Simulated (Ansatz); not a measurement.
**CdSe**

**The experiment.** The Crystallography Open Database holds a cell as deposited of hexagonal CdSe (space group P6_3mc), temperature not stated (1993, doi:10.1103/PhysRevB.48.4335): a, c = 4.298, 7.015 Å, 28.06 Å³/atom.

The computed numbers are results of PBE, scalar-relativistic (no spin polarisation) in the plane-wave PAW code Ansatz at 420 eV, Γ-centred 10×10×6 mesh, 0.05 eV Gaussian smearing. The datasets are Ansatz's generated set soft_2.

Space group P6_3mc (No. 186). a = 4.383 Å, b = 4.383 Å, c = 7.154 Å, α = 90.00°, β = 90.00°, γ = 120.00°
```csv
atom,site,symmetry,x,y,z
Cd,2b,3m.,0.6667,0.3333,0.9996
Se,2b,3m.,0.6667,0.3333,0.3754
```

The chain of runs began from a cell as deposited in COD, expanded in volume. Of that entry: the entry's cell lengths or inner coordinates differ somewhat from later room-temperature determinations.

The cell above was scaled in volume, and shape and atoms were relaxed at each volume within its symmetry. Energies are counted from the cell above.

```csv
V (Å³/atom),ΔE (meV/atom),P (GPa),gap on the mesh (eV)
28.57,?,?,?
29.17,1.7,0.9,0.59
29.76,0.0,0.0,0.54
30.36,1.6,-0.9,0.50
30.95,6.2,-1.6,0.46
```

**Question.** Fill in the withheld row.

**Answer.** ΔE (meV/atom): 7.1, P (GPa): 2.0, gap on the mesh (eV): 0.63.

**Question.** What do the points give for the equilibrium volume, the bulk modulus and its pressure derivative (third-order Birch–Murnaghan)?

**Answer.** V0 = 29.76 Å³/atom, B0 = 45 GPa, B0′ = 4.7.

B0·V0 = 44.6 GPa × 29.76 Å³ = 8.28 eV/atom sets the scale: near the minimum ΔE ≈ ½ B0 V0 x², with x = V/V0 − 1, and a pressure of 0.4 GPa squeezes the volume by about 1 %. At the ends of the curve: x = −4.0 % predicts 6.6 meV/atom and the run gives 7.1; x = +4.0 % predicts 6.7 meV/atom and the run gives 6.2. The lopsidedness is anharmonic: atoms resist being pushed together more than being pulled apart.

**Against experiment.** PBE gives 4.383, 7.154 Å and 29.76 Å³/atom, +6.0 % in volume (+2.0 % in length) from the database's cell. PBE usually overestimates volumes, but by less than this. The static lattice also lacks zero-point motion and thermal expansion, roughly 0.9 to 2.3 % in volume at 300 K (room temperature assumed) by Grüneisen's rule, γ·3k_BT/(B0·V0) with γ of 1 to 2.5, so its own overestimate is larger than the figure. The database's entry may also be off.

Semilocal functionals underestimate band gaps, commonly by a third or more.
